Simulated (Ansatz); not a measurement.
KMgF3:

```
CELL_PARAMETERS angstrom
3.98590 0.00000 0.00000
0.00000 3.98590 0.00000
0.00000 0.00000 3.98590
ATOMIC_POSITIONS crystal
K 0.50000 0.50000 0.50000
Mg 0.00000 0.00000 0.00000
F 0.00000 0.00000 0.50000
F 0.00000 0.50000 0.00000
F 0.50000 0.00000 0.00000
```

Program: Ansatz 0.2.0. Alike in all runs: task projected density of states; potentials or basis Ansatz PAW; no spin polarisation; cell as given; k mesh 7 × 7 × 7; smearing fermi-dirac 0.05 eV.

Question: Order these runs on this cell by their band gap on the k mesh, lowest first.
A. level BLYP; cutoff (eV) 420
B. level RPBE; cutoff (eV) 420
C. level LDA; cutoff (eV) 420
D. level r2SCAN; cutoff (eV) 500
E. level PBEsol; cutoff (eV) 420

Answer: C (7.02 eV), E (7.18 eV), A (7.49 eV), B (7.67 eV), D (8.30 eV).

Caveats: odd divisions of the mesh miss points on the zone boundary, where band edges often lie, so the gap on the mesh can be too wide; the density of states is complete only up to the lowest level of the last band computed.

A k mesh can miss the band edges.

Runs at the PBE level aren't shown here.
